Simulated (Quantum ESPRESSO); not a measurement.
AlN: relaxation of cell and atoms with PBE

Crystal: AlN.

```xyz
2
Lattice="0.0000 2.1840 2.1840 2.1840 0.0000 2.1840 2.1840 2.1840 0.0000" Properties=species:S:1:pos:R:3 pbc="T T T"
Al    0.0000    0.0000    0.0000
N     1.0920    1.0920    1.0920
```

Measurements of this composition are mostly on another form, of space group No. 186.

```json
{
  "Program": "Quantum ESPRESSO 7.5",
  "Task": "relaxation of cell and atoms",
  "Functional": "PBE",
  "Potentials or basis": "SSSP 1.3 efficiency PBE",
  "Cutoff": "939 eV",
  "Density cutoff": "7510 eV",
  "k mesh": "10 × 10 × 10",
  "Occupations": "fermi-dirac, width 0.05 eV",
  "Spin": "no spin polarisation",
  "Target pressure": "30 GPa",
  "Mixing beta": "0.5",
  "Most SCF iterations": "120",
  "SCF threshold": "4e-10 Ry",
  "Most ionic steps": "40",
  "Forc conv thr": "0.0004 Ry/bohr",
  "Etot conv thr": "1e-05 Ry",
  "Ion dynamics": "bfgs",
  "Cell dynamics": "bfgs",
  "Press conv thr": "0.3 kbar"
}
```

| Property | Result |
| --- | --- |
| Relaxed volume | 9.46 Å³/atom |
| Relaxed cell | a = 2.991 Å, b = 2.991 Å, c = 2.991 Å, α = 60.00°, β = 60.00°, γ = 60.00° |
| Space group after relaxing (to 0.05 Å) | F-43m (No. 216) |
| Energy change on relaxing (the enthalpy is what falls) | +99.2 meV/atom |
| Ionic steps | 5 |
| Pressure after relaxing | 29.9 GPa |
| Band gap on the k mesh | 3.36 eV, indirect (least direct gap 5.09 eV) |

The path:
```tsv
step	energy change (eV)	largest force (eV/Å)	pressure (GPa)	volume (Å³)
1	0.0000	0.0000	5.12	20.83
2	0.3354	0.0000	40.85	18.30
3	0.1839	0.0000	28.74	19.00
4	0.1977	0.0000	29.95	18.93
5	0.1983	0.0000	30.00	18.92
```

Final structure:
```
Al N
1.0
     0.00000    2.11508    2.11508
     2.11508    0.00000    2.11508
     2.11508    2.11508    0.00000
Al N
1 1
Cartesian
  0.0000 0.0000 0.0000
  1.0575 1.0575 1.0575
```

Levels at points of the mesh, in eV from the valence-band top:
```csv
k point,band 2,band 3,band 4,band 5,band 6,band 7
"(0.00, 0.00, 0.00)",0.00,0.00,0.00,5.09,13.55,13.55
"(0.00, 0.00, -0.50)",-6.28,-0.49,-0.49,8.28,10.55,11.77
"(0.00, -0.50, -0.50)",-5.21,-1.87,-1.87,3.36,9.21,15.33
```

Wall time 94 s on 1 thread of Arm Neoverse V1, on a shared host, peak memory 0.16 GiB.

A k mesh can miss the band edges. PBE gaps usually lie below the measured ones, often by a third to a half.
